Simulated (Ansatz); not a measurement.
# C7H6O: the cost of one run

Method: the levels named in each step, in Ansatz 0.2.0.

**1. The system as given**

Bond lengths: O1–C2 1.205 Å, C2–C3 1.467 Å, C3–C4 1.394 Å, C4–C5 1.382 Å, C5–C6 1.387 Å, C6–C7 1.387 Å, C3–C8 1.396 Å, C7–C8 1.381 Å, C2–H9 1.110 Å, C4–H10 1.081 Å, C5–H11 1.080 Å, C6–H12 1.080 Å, C7–H13 1.080 Å, C8–H14 1.080 Å. Angles (14 of 21 angles, heavy atoms first): O1–C2–C3 125.4°, C2–C3–C4 120.6°, C2–C3–C8 119.9°, C4–C3–C8 119.6°, C3–C4–C5 120.0°, C4–C5–C6 120.0°, C5–C6–C7 120.3°, C6–C7–C8 119.9°, C3–C8–C7 120.2°, O1–C2–H9 120.9°, C3–C2–H9 113.6°, C3–C4–H10 119.6°, C5–C4–H10 120.4°, C4–C5–H11 120.1°.

Structure file:

```xyz
14

O     2.7571    0.2369   -0.5178
C     1.9139   -0.5435   -0.1557
C     0.4851   -0.2434   -0.0078
C    -0.4058   -1.2279    0.4185
C    -1.7493   -0.9339    0.5508
C    -2.2126    0.3406    0.2607
C    -1.3329    1.3256   -0.1624
C     0.0105    1.0371   -0.2969
H     2.1777   -1.5905    0.1004
H    -0.0381   -2.2190    0.6443
H    -2.4405   -1.6955    0.8802
H    -3.2635    0.5658    0.3657
H    -1.6999    2.3160   -0.3858
H     0.7168    1.7855   -0.6237
```

**2. A rough first relaxation, PBE-D4/def2-SVP**

This run stands in another session on the same molecule. It ended at:

```xyz
14

O     2.7864    0.2445   -0.5215
C     1.9380   -0.5516   -0.1563
C     0.4928   -0.2416   -0.0105
C    -0.4040   -1.2394    0.4202
C    -1.7678   -0.9472    0.5579
C    -2.2360    0.3444    0.2645
C    -1.3438    1.3448   -0.1662
C     0.0167    1.0543   -0.3039
H     2.2101   -1.6203    0.1051
H    -0.0215   -2.2484    0.6466
H    -2.4698   -1.7251    0.8943
H    -3.3070    0.5755    0.3721
H    -1.7197    2.3541   -0.3937
H     0.7440    1.8100   -0.6380
```

**3. Relaxation, r2SCAN-D4/def2-TZVP**

input.yaml

```yaml
crystal:
  periodic: [false, false, false]
  atoms:
    - { symbol: O, position_ang: [2.78640124, 0.24447611, -0.52151161] }
    - { symbol: C, position_ang: [1.93802441, -0.55159, -0.15628888] }
    - { symbol: C, position_ang: [0.49280811, -0.24159856, -0.0105261] }
    - { symbol: C, position_ang: [-0.40395271, -1.23935462, 0.42017878] }
    - { symbol: C, position_ang: [-1.76775898, -0.94721406, 0.55794171] }
    - { symbol: C, position_ang: [-2.23600025, 0.34437295, 0.26453765] }
    - { symbol: C, position_ang: [-1.3438498, 1.34482793, -0.16619628] }
    - { symbol: C, position_ang: [0.01670439, 1.05427005, -0.30387099] }
    - { symbol: H, position_ang: [2.21012535, -1.62028774, 0.10513092] }
    - { symbol: H, position_ang: [-0.02146086, -2.24835824, 0.64658222] }
    - { symbol: H, position_ang: [-2.46984896, -1.72508783, 0.89431975] }
    - { symbol: H, position_ang: [-3.3070476, 0.57550241, 0.37213036] }
    - { symbol: H, position_ang: [-1.71969414, 2.35406538, -0.39372175] }
    - { symbol: H, position_ang: [0.7440098, 1.80996624, -0.63798576] }
basis:
  gaussian: { orbitals: def2-TZVP }
hamiltonian:
  xc: r2scan
  dispersion: d4
relax:
  f_tol: 0.004
  max_steps: 150
```

Launch:

```
$ ansatz run input.yaml --threads 4 --pin off --max-ram 10240MiB --backend cpu --events-out ev --progress --plain --runs-dir out
```

Q: Estimate wall time and peak memory on 4 threads of Arm Neoverse V2, shared host.

About 47 s, with a peak of 0.47 GiB.
